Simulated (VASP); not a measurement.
Write the native input for VASP 6.6.1 that does the following.

- Task: relaxation of cell and atoms
- Functional: r2SCAN
- Dispersion: rVV10
- Potentials or basis: VASP PAW PBE potentials, release 64 (Ru_pv)
- Cutoff: 600 eV
- k mesh: 15 × 15 × 9
- Occupations: methfessel-paxton, width 0.1 eV
- Spin: no spin polarisation
- Further INCAR settings: ALGO = Normal; EDIFF = 1e-06; IBRION = 2; EDIFFG = -0.01; NSW = 90; ISIF = 3

The structure of Ru lies in POSCAR:

```
Ru
1.0
    2.7058000000      0.0000000000      0.0000000000
   -1.3529000000      2.3432915400      0.0000000000
    0.0000000000      0.0000000000      4.2819000000
Ru
2
Direct
    0.3333333300      0.6666666700      0.2500000000
    0.6666666700      0.3333333300      0.7500000000
```

These files were run (other wordings do the same):

INCAR

```
ALGO = Normal
BPARAM = 11.95
CPARAM = 0.0093
EDIFF = 1E-6
EDIFFG = -0.01
ENCUT = 600
IBRION = 2
ISIF = 3
ISMEAR = 1
IVDW_NL = 2
LASPH = True
LCHARG = False
LMIXTAU = True
LREAL = False
LUSE_VDW = True
LWAVE = False
METAGGA = R2SCAN
NELM = 80
NSW = 90
PREC = Accurate
SIGMA = 0.1
```

KPOINTS

```
k-points
0
Gamma
  15 15 9
```

Potentials or basis: VASP PAW PBE potentials, release 64 (Ru_pv).

Launch:

```console
$ cat potpaw_PBE.64/Ru_pv/POTCAR > POTCAR
$ mpirun -np 1 vasp_std > vasp.out
```

Results of the run:

```json
{"Relaxed volume": "13.46 Å³/atom", "Relaxed cell": "a = 2.699 Å, b = 2.699 Å, c = 4.269 Å, α = 90.00°, β = 90.00°, γ = 120.00°", "Space group after relaxing (to 0.05 Å)": "P6_3/mmc (No. 194)", "Energy gained by relaxing": "1.0 meV/atom", "Ionic steps": "3", "Pressure after relaxing": "0.0 GPa", "Band gap on the k mesh": "none (metal or under the smearing width)"}
```

Caveat: the PAW data sets were made with another functional, which shifts forces and pressure a little.

Run time: 6 min on 1 thread of Intel(R) Xeon(R) 6975P-C (Granite Rapids), on a shared host, peak memory 0.31 GiB.
